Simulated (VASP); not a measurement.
# InP (F-43m) in VASP: notebook

Runs on InP. Level: PBEsol. Tasks: relaxation of cell and atoms.

Program: VASP 6.6.1. These are calculated values, not measurements. Logs are shortened: lines on timing, memory, paths and dates and some standing lists are left out, and cuts for length are marked.

## (1) The crystal as given

Symmetry: F-43m, No. 216, cubic system. Conventional cell: a = 5.861 Å, b = 5.861 Å, c = 5.861 Å, α = 90.00°, β = 90.00°, γ = 90.00°. In (site symmetry -43m) has 4 P at 2.54 Å as nearest neighbours. P (site symmetry -43m) has 4 In at 2.54 Å as nearest neighbours.

## (2) Relaxation of cell and atoms, PBEsol

File INCAR:

```
PREC = Accurate
ENCUT = 600
EDIFF = 1E-6
ISMEAR = 0
SIGMA = 0.03
LREAL = False
LASPH = True
NELM = 80
ALGO = Normal
ISIF = 3
LWAVE = False
LCHARG = False
GGA = PS
IBRION = 2
NSW = 90
EDIFFG = -0.01
```

File KPOINTS:

```
Automatic mesh
0
Gamma
  8 8 8
```

File POSCAR:

```
InP
1.0
    0.0000000000      2.9305000000      2.9305000000
    2.9305000000      0.0000000000      2.9305000000
    2.9305000000      2.9305000000      0.0000000000
In P
1 1
Direct
    0.0000000000      0.0000000000      0.0000000000
    0.2500000000      0.2500000000      0.2500000000
```

Potentials or basis: VASP PAW PBE potentials, release 64 (In_d, P).

Launch:

```sh
$ cat potpaw_PBE.64/In_d/POTCAR potpaw_PBE.64/P/POTCAR > POTCAR
$ mpirun -np 1 vasp_std > vasp.out
```

OUTCAR:

```text
PREC = Accurate
   ENCUT = 600
   EDIFF = 1E-6
   ISMEAR = 0
   LREAL = False
   LASPH = True
   NELM = 80
   ISIF = 3
   GGA = PS
   IBRION = 2
   NSW = 90
   EDIFFG = -0.01

 ion  position               nearest neighbor table
   1  0.000  0.000  0.000-   2 2.54   2 2.54   2 2.54   2 2.54
   2  0.250  0.250  0.250-   1 2.54   1 2.54   1 2.54   1 2.54

  LATTYP: Found a face centered cubic cell.
 ALAT       =     5.8610000000

  Lattice vectors:

 A1 = (   0.0000000000,   2.9305000000,   2.9305000000)
 A2 = (   2.9305000000,   0.0000000000,   2.9305000000)
 A3 = (   2.9305000000,   2.9305000000,   0.0000000000)

Analysis of symmetry for initial positions (statically):
=====================================================================
 Subroutine PRICEL returns:
 Original cell was already a primitive cell.

 Routine SETGRP: Setting up the symmetry group for a
 face centered cubic supercell.

 Subroutine GETGRP returns: Found 24 space group operations
 (whereof 24 operations were pure point group operations)
 out of a pool of 48 trial point group operations.

The static configuration has the point symmetry T_d .

Analysis of symmetry for dynamics (positions and initial velocities):
=====================================================================
 Subroutine PRICEL returns:
 Original cell was already a primitive cell.

 Routine SETGRP: Setting up the symmetry group for a
 face centered cubic supercell.

 Subroutine GETGRP returns: Found 24 space group operations
 (whereof 24 operations were pure point group operations)
 out of a pool of 48 trial point group operations.

The dynamic configuration has the point symmetry T_d .

 Subroutine INISYM returns: Found 24 space group operations
 (whereof 24 operations are pure point group operations),
 and found     1 'primitive' translations

----------------------------------------------------------------------------------------

                                     Primitive cell

  volume of cell :      50.3333

  direct lattice vectors                    reciprocal lattice vectors
     0.000000000  2.930500000  2.930500000    -0.170619348  0.170619348  0.170619348
     2.930500000  0.000000000  2.930500000     0.170619348 -0.170619348  0.170619348
     2.930500000  2.930500000  0.000000000     0.170619348  0.170619348 -0.170619348

  length of vectors
     4.144352845  4.144352845  4.144352845     0.295521380  0.295521380  0.295521380

  position of ions in fractional coordinates (direct lattice)
     0.000000000  0.000000000  0.000000000
     0.250000000  0.250000000  0.250000000

  ion indices of the primitive-cell ions
   primitive index   ion index
                 1           1
                 2           2

----------------------------------------------------------------------------------------

 KPOINTS: Automatic mesh

Automatic generation of k-mesh.
 Grid dimensions read from file:
 generate k-points for:    8    8    8

 Generating k-lattice:

  Cartesian coordinates                     Fractional coordinates (reciprocal lattice)
    -0.021327419  0.021327419  0.021327419     0.125000000  0.000000000  0.000000000
     0.021327419 -0.021327419  0.021327419     0.000000000  0.125000000  0.000000000
     0.021327419  0.021327419 -0.021327419     0.000000000  0.000000000  0.125000000

  Length of vectors
     0.036940172  0.036940172  0.036940172

  Shift w.r.t. Gamma in fractional coordinates (k-lattice)
     0.000000000  0.000000000  0.000000000

 Subroutine IBZKPT returns following result:
 ===========================================

 Found     29 irreducible k-points:

 Following reciprocal coordinates:
            Coordinates               Weight
  0.000000  0.000000  0.000000      1.000000
  0.125000  0.000000  0.000000      8.000000
  0.250000  0.000000  0.000000      8.000000
  0.375000  0.000000  0.000000      8.000000
  0.500000  0.000000  0.000000      4.000000
  0.125000  0.125000  0.000000      6.000000
[... 16 lines left out ...]
  0.500000  0.250000  0.125000     48.000000
 -0.375000  0.250000  0.125000     24.000000
 [... further k-points ...]
   k-points           NKPTS =     29   k-points in BZ     NKDIM =     29   number of bands    NBANDS=     13
   number of dos      NEDOS =    301   number of ions     NIONS =      2
   total plane-waves  NPLWV =  46656
   dimension x,y,z NGX =    36 NGY =   36 NGZ =   36
   dimension x,y,z NGXF=    72 NGYF=   72 NGZF=   72
   ions per type =               1   1
   NGX,Y,Z   is equivalent  to a cutoff of  14.44, 14.44, 14.44 a.u.
   NGXF,Y,Z  is equivalent  to a cutoff of  28.88, 28.88, 28.88 a.u.
 SYSTEM =  unknown system
   PREC   = accura    normal or accurate (medium, high low for compatibility)
   ISTART =      0    job   : 0-new  1-cont  2-samecut
   ICHARG =      2    charge: 1-file 2-atom 10-const
   ISPIN  =      1    spin polarized calculation?
   LNONCOLLINEAR =      F non collinear calculations
   LSORBIT =      F    spin-orbit coupling
   LASPH  =      T    aspherical Exc in radial PAW
   ENCUT  =  600.0 eV  44.10 Ry    6.64 a.u.   8.28  8.28  8.28*2*pi/ulx,y,z
   NELM   =     80;   NELMIN=  2; NELMDL= -5     # of ELM steps
   EDIFF  = 0.1E-05   stopping-criterion for ELM
   LREAL  =      F    real-space projection
   EDIFFG = -.1E-01   stopping-criterion for IOM
   NSW    =     90    number of steps for IOM
   IBRION =      2    ionic relax: 0-MD 1-quasi-New 2-CG
   NFREE  =      1    steps in history (QN), initial steepest desc. (CG)
   ISIF   =      3    stress and relaxation
   ISYM   =      2    0-nonsym 1-usesym 2-fastsym
   POTIM  = 0.5000    time-step for ionic-motion
   TEBEG  =    0.0;   TEEND  =   0.0 temperature during run
   PSTRESS=    0.0 pullay stress
   NELECT =      18.0000    total number of electrons
   NUPDOWN=      -1.0000    fix difference up-down
   EMIN   =  10.00;   EMAX   =-10.00  energy-range for DOS
   EFERMI =   0.00;   METHOD = LEGACY
   ISMEAR =     0;   SIGMA  =   0.03  broadening in eV -4-tet -1-fermi 0-gaus
   EFERMI_NEDOS =   21; number of points for ismear=-14 and -15
   IALGO  =     38    algorithm
   IMIX   =      4    mixing-type and parameters
     AMIX     =   0.40;   BMIX     =  1.00
     AMIX_MAG =   1.60;   BMIX_MAG =  1.00
  volume/ion in A,a.u.               =      25.17       169.83
  Fermi-wavevector in a.u.,A,eV,Ry     =   1.162021  2.195901 18.371846  1.350293
  Thomas-Fermi vector in A             =   2.298587
   LORBIT       =      0    0 simple, 1 ext, 2 COOP (PROOUT), +10 PAW based schemes
   GGA     = PS    functional components
   LHFCALC =     F    Hartree Fock is set to
   AEXX    =    0.0000 exact exchange contribution
   IVDW    =     0    specifies the selected vdW correction
   LEPSILON=     F    determine dielectric tensor
   LRPA    =     F    only Hartree local field effects (RPA)
 conjugate gradient relaxation of ions
 non-spin polarized calculation
 Gauss-broadening in eV      SIGMA  =   0.03
  energy-cutoff  :      600.00
  volume of cell :       50.33
 maximum number of plane-waves:      1700
 NGX is ok and might be reduce to    36
   NGX = 17   NGY = 17   NGZ = 17

--------------------------------------- Ionic step        1  -------------------------------------------

 number of electron      17.9999998 magnetization

 Free energy of the ion-electron system (eV)
  ---------------------------------------------------
  ext. energy  EPLUGINS =         0.00000000
  ---------------------------------------------------
  free energy    TOTEN  =        -9.15420227 eV

  energy without entropy =       -9.15420227  energy(sigma->0) =       -9.15420227

------------------------ aborting loop because EDIFF is reached ----------------------------------------

  FORCE on cell =-STRESS in cart. coord.  units (eV):
  Direction    XX          YY          ZZ          XY          YZ          ZX
  --------------------------------------------------------------------------------------
  -------------------------------------------------------------------------------------
  Total        0.1927368      0.1927368      0.1927368      0.0000000      0.0000000      0.0000000
  in kB        6.1350783      6.1350783      6.1350783      0.0000000      0.0000000      0.0000000
  external PRESSURE =       6.1350783 kB  Pullay stress =       0.0000000 kB

 VOLUME and BASIS-vectors are now :
 -----------------------------------------------------------------------------
  energy-cutoff  :      600.00
  volume of cell :       50.33
      direct lattice vectors                 reciprocal lattice vectors
     0.000000000  2.930500000  2.930500000    -0.170619348  0.170619348  0.170619348
     2.930500000  0.000000000  2.930500000     0.170619348 -0.170619348  0.170619348
     2.930500000  2.930500000  0.000000000     0.170619348  0.170619348 -0.170619348
[... 37 lines left out ...]
 POSITION                                       TOTAL-FORCE (eV/Angst)
 -----------------------------------------------------------------------------------
      2.94412      5.88825      2.94412         0.000000      0.000000      0.000000
      1.47206      1.47206      1.47206        -0.000000     -0.000000     -0.000000
 -----------------------------------------------------------------------------------
    total drift:                               -0.000000     -0.000000     -0.000000

  FREE ENERGIE OF THE ION-ELECTRON SYSTEM (eV)
  ---------------------------------------------------
  free  energy   TOTEN  =        -9.1548196707 eV

  energy  without entropy=       -9.1548196707  energy(sigma->0) =       -9.15481967

--------------------------------------- Ionic step        3  -------------------------------------------

 number of electron      17.9999998 magnetization

 Free energy of the ion-electron system (eV)
  ---------------------------------------------------
  ext. energy  EPLUGINS =         0.00000000
  ---------------------------------------------------
  free energy    TOTEN  =        -9.15507187 eV

  energy without entropy =       -9.15507187  energy(sigma->0) =       -9.15507187

 E-fermi :   5.1924     XC(G=0):  -9.4390

 val. band max:        4.9938460224   @ k =   0.0000   0.0000   0.0000
 cond. band min:       5.5600274206   @ k =   0.0000   0.0000   0.0000
 fundamental gap:      0.5661813982
 Fermi energy:         5.1923669079

 k-point     1 :       0.0000    0.0000    0.0000
  band No.  band energies     occupation
      1      -9.1376      2.00000
      2      -9.1376      2.00000
      3      -9.1376      2.00000
      4      -8.9876      2.00000
      5      -8.9876      2.00000
      6      -6.4923      2.00000
      7       4.9938      2.00000
      8       4.9938      2.00000
      9       4.9938      2.00000
     10       5.5600      0.00000
     11       9.0098      0.00000
     12       9.0098      0.00000
     13       9.0098      0.00000

 k-point     2 :       0.1250    0.0000    0.0000
  band No.  band energies     occupation
      1      -9.1564      2.00000
      2      -9.1303      2.00000
      3      -9.1303      2.00000
      4      -8.9875      2.00000
      5      -8.9875      2.00000
      6      -6.3147      2.00000
      7       3.4177      2.00000
      8       4.8068      2.00000
      9       4.8068      2.00000
     10       6.5380      0.00000
     11       9.1448      0.00000
[... 339 lines left out ...]
 k-point    24 :      -0.3750    0.2500    0.1250
  band No.  band energies     occupation
      1      -9.2687      2.00000
      2      -9.0900      2.00000
      3      -9.0701      2.00000
      4      -8.9931      2.00000
      5      -8.9748      2.00000
      6      -4.4547      2.00000
      7      -0.5732      2.00000
      8       2.2830      2.00000
      9       3.3562      2.00000
     10       8.0707      0.00000
     11       9.0722      0.00000
     12      10.7919      0.00000
     13      12.1029      0.00000

 [... further k-points ...]

------------------------ aborting loop because EDIFF is reached ----------------------------------------

  FORCE on cell =-STRESS in cart. coord.  units (eV):
  Direction    XX          YY          ZZ          XY          YZ          ZX
  --------------------------------------------------------------------------------------
  -------------------------------------------------------------------------------------
  Total       -0.0027194     -0.0027194     -0.0027194      0.0000000      0.0000000     -0.0000000
  in kB       -0.0857854     -0.0857854     -0.0857854      0.0000000      0.0000000     -0.0000000
  external PRESSURE =      -0.0857854 kB  Pullay stress =       0.0000000 kB

 VOLUME and BASIS-vectors are now :
 -----------------------------------------------------------------------------
  energy-cutoff  :      600.00
  volume of cell :       50.79
      direct lattice vectors                 reciprocal lattice vectors
    -0.000000000  2.939330816  2.939330816    -0.170106746  0.170106746  0.170106746
     2.939330816  0.000000000  2.939330816     0.170106746 -0.170106746  0.170106746
     2.939330816  2.939330816  0.000000000     0.170106746  0.170106746 -0.170106746

 POSITION                                       TOTAL-FORCE (eV/Angst)
 -----------------------------------------------------------------------------------
      0.00000      0.00000      0.00000         0.000000     -0.000000     -0.000000
      1.46967      1.46967      1.46967        -0.000000      0.000000      0.000000
 -----------------------------------------------------------------------------------
    total drift:                               -0.000000     -0.000000     -0.000000

  FREE ENERGIE OF THE ION-ELECTRON SYSTEM (eV)
  ---------------------------------------------------
  free  energy   TOTEN  =        -9.1550718674 eV

  energy  without entropy=       -9.1550718674  energy(sigma->0) =       -9.15507187

 reached required accuracy - stopping structural energy minimisation
```

Wall time 24 s (1 thread of Intel Xeon 6975P-C (Granite Rapids), shared host); peak memory 0.22 GiB.

Results:

| Quantity | Value |
| --- | --- |
| Free energy | -9.1551 eV |
| Relaxed volume | 25.39 Å³/atom |
| Relaxed cell | a = 4.157 Å, b = 4.157 Å, c = 4.157 Å, α = 60.00°, β = 60.00°, γ = 60.00° |
| Space group after relaxing (to 0.05 Å) | F-43m (No. 216) |
| Energy gained by relaxing | 0.4 meV/atom |
| Ionic steps | 3 |
| Pressure after relaxing | 0.0 GPa |
| Band gap on the k mesh | 0.57 eV, direct |

Step by step:
```tsv
step	energy change (eV)	largest force (eV/Å)	pressure (GPa)	volume (Å³)
1	0.0000	0.0000	0.61	50.33
2	-0.0006	0.0000	-0.30	51.04
3	-0.0009	0.0000	-0.01	50.79
```

Final structure:
```xyz
2
Lattice="0.0000 2.9393 2.9393 2.9393 0.0000 2.9393 2.9393 2.9393 0.0000" Properties=species:S:1:pos:R:3 pbc="T T T"
In    0.0000    0.0000    0.0000
P     1.4697    1.4697    1.4697
```

Caveat: the PAW data sets were made with another functional, which shifts forces and pressure a little; spin-orbit coupling is left out, which moves the levels of the heavy elements. Zero-point motion and thermal expansion aren't in these numbers.

## (3) Relaxation of cell and atoms, PBEsol

This run uses another cell than the first one, of 25.39 Å³/atom, 1.009 times its volume.

INCAR: that of step 2 with these lines changed.

```diff
@@ -2,3 +2,3 @@
 ENCUT = 600
-EDIFF = 1E-6
+EDIFF = 1E-7
 ISMEAR = 0
@@ -15,2 +15,2 @@
 NSW = 90
-EDIFFG = -0.01
+EDIFFG = -0.005
```

KPOINTS is that of step 2.

File POSCAR:

```
InP                                     
1.0
   -0.0000000000      2.9393308163      2.9393308163
    2.9393308163      0.0000000000      2.9393308163
    2.9393308163      2.9393308163      0.0000000000
  In              P             
     1     1
Direct
     0.0000000000000000    0.0000000000000000    0.0000000000000000
     0.2500000000000000    0.2500000000000000    0.2500000000000000
```

Potentials or basis: VASP PAW PBE potentials, release 64 (In_d, P).

Launch:

```sh
$ cat potpaw_PBE.64/In_d/POTCAR potpaw_PBE.64/P/POTCAR > POTCAR
$ mpirun -np 1 vasp_std > vasp.out
```

It took 12 s on 1 thread of Intel Xeon 6975P-C (Granite Rapids), shared host; peak memory 0.2 GiB.

It converged, with:

| Item | Value |
| --- | --- |
| Free energy | -9.1551 eV |
| Pressure after relaxing | 0.0 GPa |
| Band gap on the k mesh | 0.57 eV, direct |

Final structure:
```
In P
1.0
     0.00000    2.93933    2.93933
     2.93933    0.00000    2.93933
     2.93933    2.93933    0.00000
In P
1 1
Direct
  0.00000 0.00000 0.00000
  0.25000 0.25000 0.25000
```

Levels at points of the mesh, in eV from the valence-band top:
| k point | band 5 | band 6 | band 7 | band 8 | band 9 | band 10 | band 11 | band 12 | band 13 |
| --- | --- | --- | --- | --- | --- | --- | --- | --- | --- |
| (0.00, 0.00, 0.00) | -13.98 | -11.49 | 0.00 | 0.00 | 0.00 | 0.57 | 4.02 | 4.02 | 4.02 |
| (0.50, 0.00, 0.00) | -13.97 | -9.77 | -5.75 | -0.97 | -0.97 | 1.38 | 4.73 | 4.73 | 6.93 |
| (0.50, 0.50, 0.00) | -13.95 | -9.11 | -5.78 | -2.32 | -2.32 | 1.65 | 2.17 | 9.04 | 9.47 |

Caveat: the relaxation stopped at its first step, so nothing moved; the PAW data sets were made with another functional, which shifts forces and pressure a little; spin-orbit coupling is left out, which moves the levels of the heavy elements.

## (4) Relaxation of cell and atoms, PBEsol

File INCAR:

```
SYSTEM = InP
  ALGO = Normal
  EDIFF = 1E-6
  EDIFFG = -0.01
  ENCUT = 600
  GGA = PS
  IBRION = 2
  ISIF = 3
  ISMEAR = 0
  KPAR = 2
  LASPH = .True.
  LCHARG = .False.
  LREAL = .False.
  LWAVE = .False.
  NELM = 80
  NSW = 90
  PREC = Accurate
  SIGMA = 0.03
```

File KPOINTS:

```
k-points
0
Gamma
  10 10 10
  0 0 0
```

File POSCAR:

```
InP
1.0
    0.0000000000      2.9305000000      2.9305000000
    2.9305000000      0.0000000000      2.9305000000
    2.9305000000      2.9305000000      0.0000000000
In P
1 1
Direct
    0.0000000000      0.0000000000      0.0000000000
    0.2500000000      0.2500000000      0.2500000000
```

Launch:

```sh
$ cat potpaw_PBE.64/In_d/POTCAR potpaw_PBE.64/P/POTCAR > POTCAR
$ mpirun -np 2 vasp_std > vasp.out
```

Wall time 19 s (2 MPI ranks of Intel Xeon 6975P-C (Granite Rapids), shared host); peak memory 0.22 GiB.

It converged, with:

| Property | Result |
| --- | --- |
| Free energy | -9.1570 eV |
| Relaxed volume | 25.40 Å³/atom |
| Relaxed cell | a = 4.157 Å, b = 4.157 Å, c = 4.157 Å, α = 60.00°, β = 60.00°, γ = 60.00° |
| Space group after relaxing (to 0.05 Å) | F-43m (No. 216) |
| Energy gained by relaxing | 0.4 meV/atom |
| Ionic steps | 3 |
| Pressure after relaxing | 0.0 GPa |
| Band gap on the k mesh | 0.57 eV, direct |

Step by step:
```csv
step,energy change (eV),largest force (eV/Å),pressure (GPa),volume (Å³)
1,0.0000,0.0000,0.62,50.33
2,-0.0006,0.0000,-0.31,51.05
3,-0.0009,0.0000,-0.01,50.80
```

Final structure:
```
In P
1.0
     0.00000    2.93945    2.93945
     2.93945    0.00000    2.93945
     2.93945    2.93945    0.00000
In P
1 1
Direct
  0.00000 0.00000 0.00000
  0.25000 0.25000 0.25000
```

Levels at points of the mesh, in eV from the valence-band top:
```
           k point  band 6  band 7  band 8  band 9  band 10  band 11  band 12  band 13
(0.00, 0.00, 0.00)  -11.49    0.00    0.00    0.00     0.57     4.02     4.02     4.02
(0.50, 0.00, 0.00)   -9.77   -5.75   -0.97   -0.97     1.38     4.74     4.74     6.93
(0.50, 0.50, 0.00)   -9.11   -5.78   -2.32   -2.32     1.65     2.17     9.04     9.47
```

Caveat: the PAW data sets were made with another functional, which shifts forces and pressure a little; spin-orbit coupling is left out, which moves the levels of the heavy elements.

(Part 1 of 2 ends here.)
